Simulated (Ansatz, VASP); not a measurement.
# GaN: VASP beside Ansatz

File POSCAR:

```
GaN
1.0
    0.0000000000      2.2489525428      2.2489525428
    2.2489525428      0.0000000000      2.2489525428
    2.2489525428      2.2489525428      0.0000000000
Ga N
1 1
Direct
    0.0000000000      0.0000000000      0.0000000000
    0.2500000000      0.2500000000      0.2500000000
```

Contents of INCAR.step1:

```
SYSTEM = GaN
PREC = Accurate ; ENCUT = 520
ISMEAR = 0 ; SIGMA = 0.01
LREAL = .False. ; LASPH = .True.
NELM = 60 ; NBANDS = 16
GGA = PE ; ALGO = Normal
EDIFF = 1E-4 ; LWAVE = .True.
LCHARG = .False.
```

The input INCAR.step2:

```
SYSTEM = GaN
PREC = Accurate ; ENCUT = 520
EDIFF = 1E-7 ; ISMEAR = 0
SIGMA = 0.01 ; LREAL = .False.
LASPH = .True. ; NELM = 60
ALGO = Normal ; ISIF = 2
LWAVE = .False. ; LCHARG = .False.
METAGGA = R2SCAN ; LMIXTAU = .True.
NBANDS = 16 ; ISTART = 1
```

The input KPOINTS:

```
regular mesh
0
Gamma
  8 8 8
  0 0 0
```

Input for Ansatz:

```yaml
crystal:
  lattice:
    - [0.0, 2.2489525428, 2.2489525428]
    - [2.2489525428, 0.0, 2.2489525428]
    - [2.2489525428, 2.2489525428, 0.0]
  atoms:
    - { symbol: Ga, position: [0.0, 0.0, 0.0] }
    - { symbol: "N", position: [0.25, 0.25, 0.25] }
kpoints:
  mp_grid: { grid: [8, 8, 8] }
hamiltonian:
  xc: r2scan
scf:
  occupations: { method: fixed }
  n_extra_bands: 4
output:
  forces: true
  stress: true
  eigenvalues: true
```

Alike in both runs: task single point; functional r2SCAN; k mesh 8 × 8 × 8; no spin polarisation.

|  | VASP | Ansatz |
| --- | --- | --- |
| version | VASP 6.6.1 | Ansatz 0.2.0 |
| potentials or method | VASP PAW PBE potentials, release 64 (Ga_d, N) | plane waves, PAW |
| plane-wave cutoff (eV) | 520 | 500 |
| occupations | gaussian, width 0.01 eV | fixed |
| valence electrons in the cell | 18 | 18 |

```csv
,VASP,Ansatz,Ansatz less VASP
gap on the k mesh at the Fermi level (eV),2.16,2.17,+0.008
pressure (GPa),1.1,0.0,-1.11
```

Caveats: the PAW data sets were made with another functional, which shifts forces and pressure a little (VASP).
